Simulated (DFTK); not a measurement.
**Sn under changes of volume**

One of the cells (33.803 Å³/atom); the others are scaled copies at fixed shape and fractional positions:

```
CELL_PARAMETERS angstrom
0.00000 3.23334 3.23334
3.23334 0.00000 3.23334
3.23334 3.23334 0.00000
ATOMIC_POSITIONS crystal
Sn 0.75000 0.75000 0.75000
Sn 0.50000 0.50000 0.50000
```

This isn't the form of Sn at room conditions, which is tetragonal (white tin).

```yaml
Program: DFTK 0.8.2
Functional: PBEsol
Potentials_or_basis: dojo.nc.sr.pbesol.v0_4_1.standard.upf (PBEsol)
Cutoff: 980 eV
k_mesh: 7 × 7 × 7
Occupations: fermi-dirac, width 0.05 eV
Spin: no spin polarisation
```

| volume (Å³/atom) | energy over the lowest point (meV/atom) | pressure (GPa) |
| --- | --- | --- |
| 31.775 | 48.45 | 5.2 |
| 32.451 | 29.25 | 3.9 |
| 33.127 | 15.33 | 2.7 |
| 33.803 | 6.14 | 1.7 |
| 34.479 | ? | ? |
| 35.155 | 0.00 | -0.1 |
| 35.831 | 2.12 | -0.8 |

Q: What does the run at 34.479 Å³/atom give?

A: Energy over the lowest point 1.19 meV/atom; pressure 0.7 GPa.

Worked out: A Birch-Murnaghan fit of order 3 (a polynomial in V^(-2/3)) to the other rows has its minimum at 35.05 Å³/atom with B0 = V·E''(V) = 42 GPa and B' = 5.0. It gives 1.19 meV/atom at 34.479 Å³/atom, against the run's 1.19, and -dE/dV = 0.7 GPa, against 0.7.

Energies are extrapolated to zero smearing.
